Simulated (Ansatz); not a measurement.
Clean, relaxed (111) surface of Ni, space group Fm-3m (No. 225) (top face towards +c; atoms held fixed, by place in the list: 1, 2):

```
CELL_PARAMETERS angstrom
2.44882 0.00000 0.00000
-1.22441 2.12074 0.00000
0.00000 0.00000 22.99835
ATOMIC_POSITIONS crystal
Ni 0.66667 0.33333 0.36959
Ni 0.33333 0.66667 0.45653
Ni 0.00000 0.00000 0.54298
Ni 0.66667 0.33333 0.62878
```

Theory: DFT PBEsol, scalar-relativistic, plane waves, PAW (Ansatz 0.2.0). Settings: cutoff 420 eV, Γ-centred mesh 12×12×1 on the computed 4-atom cell, Gaussian smearing of 0.10 eV; collinear spin from starting moments 0.73 0.73 0.73 0.73 μB. The cell repeats along c with a dipole correction in the vacuum.

H (atom) is put at the hollow (Ni-Ni-Ni) at (0.33, 0.67) site, one adsorbate per 5.2 Å², and relaxed. The adsorption energy is E(slab + adsorbate) − E(slab) − E(free adsorbate, spin-polarised where open-shell). Heights count from the highest slab atom after relaxation. Bonded neighbours lie within 1.25 times the sum of covalent radii (1.35 for H) and, on that scale, within 12 % of the closest. With the adsorbate the cell is lengthened along c to keep the vacuum.

Problem. How strongly does it bind, and where does its anchoring atom end?

Solution. -3.05 eV; at (0.33, 0.67), 3 bonded neighbours (Ni).

Problem. How high does its anchoring atom sit over the highest slab atom, and what is the shortest contact with the surface?

Solution. 0.87 Å; H–Ni 1.66 Å.

Problem. The clean face has a work function of 5.24 eV. How does the adsorbate change it?

Solution. By -0.17 eV.

Problem. What spin moment does the cell carry?

Solution. 1.86 μB.

Each end is the local minimum or symmetric point that its start leads to. The slab is only 6.0 Å thick, so the energies aren't converged with thickness.